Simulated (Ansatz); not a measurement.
The system is SnO2.

```
Sn O
1.0
     5.17526    0.00000    0.00000
     0.00000    5.17526    0.00000
     0.00000    0.00000    5.17526
Sn O
4 8
Direct
  0.00000 0.00000 0.00000
  0.50000 0.00000 0.50000
  0.50000 0.50000 0.00000
  0.00000 0.50000 0.50000
  0.66110 0.83890 0.16110
  0.83890 0.16110 0.66110
  0.16110 0.66110 0.83890
  0.33890 0.33890 0.33890
  0.66110 0.66110 0.66110
  0.83890 0.33890 0.16110
  0.16110 0.83890 0.33890
  0.33890 0.16110 0.83890
```

Measurements of this composition are mostly on another form, of space group No. 136.

Base run:

```yaml
Program: Ansatz 0.2.0
Functional: PBEsol
Potentials_or_basis: Ansatz PAW
Cutoff: "420 eV (not typed: the program's choice for these potentials)"
k_mesh: 4 × 4 × 4
Occupations: fermi-dirac, width 0.05 eV
Spin: no spin polarisation
```

Its results: band gap on the k mesh 0.51 eV, indirect (least direct gap 0.57 eV); pressure -7.2 GPa; largest force 0.022 eV/Å.

Question: The run is repeated on the same cell with these changes: functional from PBEsol to revPBE. What comes out?

Answer: Band gap on the k mesh 0.62 eV, indirect (least direct gap 0.67 eV); pressure 2.5 GPa; largest force 0.012 eV/Å.

revPBE binds less tightly than PBEsol, so the same cell stands under more pressure.

Caveats: spin-orbit coupling is left out, which moves the levels of the heavy elements; the PAW data sets come from PBE, with cores solved anew for the run's functional, which leaves a small shift of forces and pressure.
